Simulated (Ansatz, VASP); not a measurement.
## Sb: VASP beside Ansatz

```
Sb
1.0
    -1.86464    1.86464    1.86464
     1.86464   -1.86464    1.86464
     1.86464    1.86464   -1.86464
Sb
1
Direct
  0.00000 0.00000 0.00000
```

Alike in both runs: functional PBEsol; k mesh 16 × 16 × 16; occupations gaussian, width 0.1 eV; no spin polarisation.

Ansatz relaxed the structure, and its values are those at the end. VASP's run is a single point on that final structure, the one shown.

```csv
,VASP,Ansatz
version,VASP 6.6.1,Ansatz 0.2.0
potentials or method,"VASP PAW PBE potentials, release 64 (Sb)","scalar-relativistic, plane waves, PAW"
plane-wave cutoff (eV),520,420
valence electrons in the cell,5,15
```

|  | VASP | Ansatz | Ansatz less VASP |
| --- | --- | --- | --- |
| gap on the k mesh at the Fermi level (eV) | none | none | - |
| pressure (GPa) | 0.0 | 0.0 | 0.00 |

A gap of «none» marks a metal or a gap that the smearing closes. The functional is the same, so the differences come from potentials, cutoffs and numerics. The two sets of potentials don't hold the same shells in valence.

Caveats: the PAW data sets were made with another functional, which shifts forces and pressure a little (VASP). Spin-orbit coupling is left out, which matters for the levels of Sb.
